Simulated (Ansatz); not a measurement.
## What settings do to one calculation: a Zn vacancy next to a F vacancy in rutile ZnF2, 10 atoms, charge +1

Ansatz (PAW, plane waves), atoms fixed. The base input:

```yaml
crystal:
  lattice:
    - [4.717118, 0.000000, 0.000000]
    - [0.000000, 4.717118, 0.000000]
    - [0.000000, 0.000000, 6.257242]
  atoms:
    - { symbol: Zn, position: [0.981076, 0.000839, 0.005059], spin: 0.286 }
    - { symbol: Zn, position: [0.992934, 0.006576, 0.506393], spin: 0.286 }
    - { symbol: Zn, position: [0.488915, 0.494616, 0.753566] }
    - { symbol: F, position: [0.299929, 0.316128, 0.000555], spin: 0.286 }
    - { symbol: F, position: [0.292744, 0.310443, 0.512547], spin: 0.286 }
    - { symbol: F, position: [0.721342, 0.709141, 0.018885], spin: 0.286 }
    - { symbol: F, position: [0.692496, 0.686863, 0.493357], spin: 0.286 }
    - { symbol: F, position: [0.197993, 0.801463, 0.734020] }
    - { symbol: F, position: [0.783621, 0.193234, 0.249241], spin: 0.286 }
    - { symbol: F, position: [0.798189, 0.194696, 0.761951] }
kpoints:
  mp_grid: { grid: [2, 2, 2], shift: [0.5, 0.5, 0.5] }
hamiltonian:
  xc: pbesol
total_charge: 1
magnetization:
  spin_polarized: true
scf:
  occupations: { method: fermi_dirac, width: 0.01 }
output:
  forces: true
  eigenvalues: true
  populations: true
  charged_corrections: { epsilon: 9 }
```

Command:

```sh
ansatz run in.yaml --threads 8 --pin off --max-ram 13300MiB --runs-dir r --events-out ev --progress --plain
```

It converged in 27 iterations and 3.2 s of wall time on 8 threads of a Neoverse-V1 processor, on a host shared with other runs; peak host memory 0.55 GiB; largest force component 1.40 eV/Å. The cutoff was the default, 420 eV. The base isn't a converged reference: it has few k points, and its atoms are unrelaxed. Each run below changes the keys shown and caps the iterations.

```
run                                                                                changed     ending  iterations  free energy less the base (meV per atom)  rms change of forces (eV/Å)  change of pressure (GPa)  wall time (s, shared host)
  1                        ecutrho_ratio 6, dispersion rvv10, n_extra_bands 1, max_iter 70    refused           –                                         –                            –                         –                           –
  2                                                           ecutrho_ratio 8, max_iter 90  converged          27                                       0.0                        0.000                         –                     3.4 CPU
  3  xc_grid 2 (2 is the default), initial_magnetization 1, occupations cold, max_iter 100  converged          35                                       0.1                        0.012                         –                       4 CPU
  4                          width 0.001 eV, occupations cold, ecutwfc 550 eV, max_iter 60  converged          27                                      -5.0                        0.012                         –                     4.6 CPU
  5                            accuracy low (cutoff and grids as in the base), max_iter 70  converged          27                                       0.0                        0.000                         –                       3 CPU
  6                                   initial_magnetization 8, accuracy high, max_iter 100  converged          33                                       0.0                        0.000                         –                     3.7 CPU
  7                                              xc_grid 3 (2 is the default), max_iter 80  converged          27                                       0.0                        0.000                         –                     3.2 CPU
  8                                                          n_extra_bands 60, max_iter 80  converged          27                                       0.0                        0.000                         –                     5.7 CPU
```

Task: Which changes leave the result alone, and which of the same physical model moves the forces most?

Result: The forces move by under 0.002 eV/Å in runs 2, 5, 6, 7, 8. Run 3 (xc_grid 2 (2 is the default), initial_magnetization 1, occupations cold, max_iter 100) moves them most among the runs with the same functional, charge and dispersion term, by 0.012 eV/Å.

Task: Why did some runs give no result?

Result: - run 1: inconsistent input (hamiltonian.dispersion, hamiltonian.xc): `dispersion: rvv10` has no transferable b for PBE exchange — Sabatini et al. (2013) fitted b=6.3 to rPW86, and the PBE refits of Peng & Perdew (2017) are task-dependent (b=6.6 S22 / b=10.0 layered). …
